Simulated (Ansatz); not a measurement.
**S (diamond type): a single-point run**

Wanted: a converged single-point run for S (diamond type), and a check of what comes out. The structure is shown as the input types it.

Method: DFT, PBE, PAW with Ansatz's default frozen-core files, scalar-relativistic, in Ansatz 0.2.0.

1 further run of the same task is left out (it didn't finish).

## Step 1: The structure to begin with

The structure is cubic, space group Fd-3m (No. 227). The conventional cell has a = 5.540 Å, b = 5.540 Å, c = 5.540 Å, α = 90.00°, β = 90.00°, γ = 90.00°. Around S (site symmetry -43m) lie 4 S at 2.40 Å.

As a file:

```cif
data_structure
_symmetry_space_group_name_H-M 'Fd-3m:1'
_symmetry_Int_Tables_number 227
_cell_length_a 5.5397
_cell_length_b 5.5397
_cell_length_c 5.5397
_cell_angle_alpha 90.000
_cell_angle_beta 90.000
_cell_angle_gamma 90.000
_cell_volume 170.00
loop_
_atom_site_label
_atom_site_type_symbol
_atom_site_symmetry_multiplicity
_atom_site_Wyckoff_symbol
_atom_site_fract_x
_atom_site_fract_y
_atom_site_fract_z
_atom_site_occupancy
S1 S 8 b 0.00000 0.50000 0.00000 1
```

## Step 2: The run

input.yaml reads:

```yaml
crystal:
  lattice:
    - [0.0, 2.7698291284, 2.7698291284]
    - [2.7698291284, 0.0, 2.7698291284]
    - [2.7698291284, 2.7698291284, 0.0]
  atoms:
    - { symbol: S, position: [-0.125, -0.125, -0.125] }
    - { symbol: S, position: [0.125, 0.125, 0.125] }
kpoints:
  mp_grid: { grid: [9, 9, 9] }
  KSPACING: 60
scf:
  occupations: { method: fermi_dirac, width: 0.05 }
  max_iter: 100
hamiltonian:
  xc: pbe
  pseudopotentials: { kind: paw }
output:
  forces: true
  stress: true
  eigenvalues: true
  efg: { contact_densities: true }
  populations: true
```

Run with:

```sh
ansatz run input.yaml --threads 1 --pin off --max-ram 2048MiB --backend cpu --events-out ev --progress --plain --runs-dir out
```

What happens when this is run?

Nothing was computed: the input was turned down at the start. Its message: «line 11 column 3: unknown field `KSPACING`, expected one of mp_grid, list, band_path, initial_grid, further_shifts»

The suspect setting: kpoints.KSPACING is 60. The key belongs to a different code's input format, or to another block.

The cure: delete kpoints.KSPACING.
